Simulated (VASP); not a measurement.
# Settings for Hf: energy difference of two geometries

Hf, P6_3/mmc (no. 194), 2 atoms in the cell. PBE, energy difference of two geometries; PAW potentials Hf_pv (PBE set). VASP 6.6.1.

Wanted: energy difference within 0.5 meV/atom.

What the run is for: energy difference; Accuracy asked: standard; Second geometry: volume scaled by 1.04.

The series start from Plane-wave cutoff (eV): 290; Smearing width (eV): 0.07; k-point mesh: 13 × 13 × 7; Precision mode (PREC): Accurate; Electronic threshold (eV): 1e-6; Aspherical gradient terms in the spheres (LASPH): yes; Electronic algorithm: ALGO=Normal. Each series keeps the choices made before it, and each single choice may use up half of a tolerance. Times cover all steps of a run.

## Plane-wave cutoff (eV)

| Plane-wave cutoff (eV) | Energy difference (meV/atom) | Time (s) |
|---|---|---|
| 180 | 3.41 | 14 |
| 220 | 8.06 | 16 |
| 250 | 8.92 | 19 |
| 290 | 9.15 | 25 |
| 330 | 9.47 | 27 |
| 380 | 9.57 | 29 |
| 460 | 9.53 | 28 |
| 580 (reference) | 9.52 | 65 |

Chosen: 330, the loosest value from which every tighter one stays within half of the tolerance.

## Smearing width (eV)

| Smearing width (eV) | Energy difference (meV/atom) | Time (s) |
|---|---|---|
| 0.3 | 9.84 | 32 |
| 0.2 | 9.63 | 32 |
| 0.15 | 9.54 | 30 |
| 0.1 | 9.48 | 30 |
| 0.07 | 9.47 | 27 |
| 0.04 (reference) | 9.44 | 30 |

Chosen: 0.2.

## k-point mesh

| k-point mesh | Energy difference (meV/atom) | Time (s) |
|---|---|---|
| 4 × 4 × 3 | 8.54 | 7.6 |
| 6 × 6 × 3 | 6.62 | 9.1 |
| 7 × 7 × 4 | 8.60 | 10 |
| 9 × 9 × 5 | 10.60 | 14 |
| 11 × 11 × 6 | 8.95 | 21 |
| 13 × 13 × 7 | 9.63 | 32 |
| 16 × 16 × 9 | 9.74 | 42 |
| 19 × 19 × 10 (reference) | 9.75 | 65 |

Chosen: 13 × 13 × 7.

## Precision mode (PREC)

| Precision mode (PREC) | Energy difference (meV/atom) | Time (s) |
|---|---|---|
| Low | 9.58 | 17 |
| SingleN | 9.15 | 20 |
| Normal | 9.65 | 21 |
| Accurate (reference) | 9.63 | 32 |

Chosen: Normal.

## Electronic threshold (eV)

| Electronic threshold (eV) | Energy difference (meV/atom) | Time (s) |
|---|---|---|
| 0.001 | 9.65 | 15 |
| 0.0001 | 9.65 | 16 |
| 1e-5 | 9.65 | 18 |
| 1e-6 | 9.65 | 21 |
| 1e-7 | 9.65 | 22 |
| 1e-8 (reference) | 9.65 | 23 |

Chosen: 0.001.

## Aspherical gradient terms in the spheres (LASPH)

| Aspherical gradient terms in the spheres (LASPH) | Energy difference (meV/atom) | Time (s) |
|---|---|---|
| no | 9.64 | 10 |
| yes (reference) | 9.65 | 15 |

Chosen: no.

## Electronic algorithm

| Electronic algorithm | Energy difference (meV/atom) | Time (s) |
|---|---|---|
| ALGO=Normal | 9.64 | 10 |
| ALGO=Fast | 9.59 | 11 |
| ALGO=VeryFast | 9.64 | 15 |
| ALGO=All ISEARCH=1 | 9.67 | 13 |
| ALGO=All ISEARCH=0 | 9.67 | 13 |
| ALGO=Damped TIME=0.4 | 9.50 | 17 |
| ALGO=Damped TIME=0.1 | 9.68 | 23 |

Chosen: ALGO=Normal; no other choice that stays within half of the tolerance saves 30 % of the time.

## All choices together

| Input | Energy difference (meV/atom) | Time (s) |
|---|---|---|
| the program's defaults (naive) | 12.90 | 2.5 |
| chosen settings | 9.72 | 20 |
| reference settings throughout | 10.19 | 208 |

The tolerance is met.

2 cheaper combinations failed this check first and made the worst setting one step tighter.

## The input

INCAR:
```
SYSTEM = Hf
ALGO = Normal
EDIFF = 0.001
ENCUT = 330
GGA = PE
GGA_COMPAT = .FALSE.
ISIF = 2
ISMEAR = 0
LASPH = .FALSE.
LCHARG = .FALSE.
LREAL = .FALSE.
LWAVE = .FALSE.
NELM = 120
PREC = Normal
SIGMA = 0.15
```

KPOINTS:
```
Automatic mesh
0
Gamma
  16 16 9
  0 0 0
```

POSCAR.step1:
```
Hf
1.0
    3.1967000000      0.0000000000      0.0000000000
   -1.5983500000      2.7684234083      0.0000000000
    0.0000000000      0.0000000000      5.0578000000
Hf
2
Direct
    0.6666666667      0.3333333333      0.7500000000
    0.3333333333      0.6666666667      0.2500000000
```

POSCAR.step2:
```
Hf
1.0
    3.2387666662      0.0000000000      0.0000000000
   -1.6193833331      2.8048542099      0.0000000000
    0.0000000000      0.0000000000      5.1243576326
Hf
2
Direct
    0.6666666667      0.3333333333      0.7500000000
    0.3333333333      0.6666666667      0.2500000000
```

Commands (each step's output is kept before the next begins):
```
cat potpaw_PBE.64/Hf_pv/POTCAR > POTCAR
cp POSCAR.step1 POSCAR
mpirun -np 1 vasp_std > vasp.out
cp POSCAR.step2 POSCAR
mpirun -np 1 vasp_std > vasp.out
```

The chosen input took VASP 6.6.1 20 s on 1 core (Intel Xeon 6975P-C (Granite Rapids)), a shared host.

## An input that fails: one k point for a small cell

It runs to its end, but against the unchanged starting input it is off by 233.45 meV/atom in the energy difference.

k mesh: 13 × 13 × 7 becomes 1 × 1 × 1.

Changes against the starting input:
```
(all steps)
- NELM = 120
+ NELM = 68
```
